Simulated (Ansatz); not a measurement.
# In4As5: the cost of one run

Program: Ansatz 0.2.0. Level of theory: DFT PBE, scalar-relativistic, plane waves, PAW. These are calculated values, not measurements.

The COD entry's cell or inner coordinates are ideal or old and differ from later refinements, so a difference from it is no clean test against experiment.

### 1 The system as given

Symmetry: P-4m2, No. 115, tetragonal system. The conventional cell has a = 4.277 Å, b = 4.277 Å, c = 32.096 Å, α = 90.00°, β = 90.00°, γ = 90.00°. As (site symmetry 2mm) is surrounded by 2 In at 2.62 Å. Around In (site symmetry 2mm) lie 4 As at 2.62 Å. As (site symmetry 2mm) has 4 In at 2.62 Å as nearest neighbours. As (site symmetry -4m2) has 4 In at 2.62 Å as nearest neighbours.

Structure file:

```cif
data_structure
_symmetry_space_group_name_H-M 'P 1'
_symmetry_Int_Tables_number 1
_cell_length_a 4.2766
_cell_length_b 4.2766
_cell_length_c 32.0960
_cell_angle_alpha 90.000
_cell_angle_beta 90.000
_cell_angle_gamma 90.000
_cell_volume 587.01
loop_
_atom_site_label
_atom_site_type_symbol
_atom_site_fract_x
_atom_site_fract_y
_atom_site_fract_z
_atom_site_occupancy
As1 As 0.00000 0.50000 0.31157 1
In1 In 0.50000 0.50000 0.35867 1
As2 As 0.50000 0.00000 0.40578 1
In2 In 0.00000 0.00000 0.45289 1
As3 As 0.00000 0.50000 0.50000 1
In3 In 0.50000 0.50000 0.54711 1
As4 As 0.50000 0.00000 0.59422 1
In4 In 0.00000 0.00000 0.64133 1
As5 As 0.00000 0.50000 0.68843 1
```

Slab cut from the bulk at the bulk's listed lattice constants, lower half held.

### 2 Relaxing the atoms

The input, input.yaml:

```yaml
crystal:
  lattice:
    - [4.27658181, 0.0, 0.0]
    - [0.0, 4.27658181, 0.0]
    - [0.0, 0.0, 32.0960001325]
  atoms:
    - { symbol: As, position: [0.0, 0.5, 0.3115653028] }
    - { symbol: In, position: [0.5, 0.5, 0.3586739818] }
    - { symbol: As, position: [0.5, 0.0, 0.4057826514] }
    - { symbol: In, position: [0.0, 0.0, 0.4528913304] }
    - { symbol: As, position: [0.0, 0.5, 0.5] }
    - { symbol: In, position: [0.5, 0.5, 0.5471086696] }
    - { symbol: As, position: [0.5, 0.0, 0.5942173486] }
    - { symbol: In, position: [0.0, 0.0, 0.6413260182] }
    - { symbol: As, position: [0.0, 0.5, 0.6884346972] }
basis:
  ecutwfc: 420.0
  fft_grid_basis: typed
kpoints:
  mp_grid: { grid: [6, 6, 1] }
hamiltonian:
  xc: pbe
  pseudopotentials: { kind: paw }
scf:
  occupations: { method: gaussian, width: 0.05 }
output:
  forces: true
  eigenvalues: true
efield:
  axis: 3
  dipole_correction: true
  ramp_width: 0.04
relax:
  adjacent_minimum: "off"
  f_tol: 0.04
  max_steps: 40
  constraints: [{ sites: [0, 1, 2, 3] }]
```

Command:

```
> ansatz run input.yaml --threads 2 --pin off --max-ram 4423MiB --backend cpu --events-out ev --progress --plain --runs-dir out
```

**Question.** How long does this run take on 2 threads of Arm Neoverse N1, shared host, and how much memory does it need?

About 4.4 min, with a peak of 1.1 GiB.
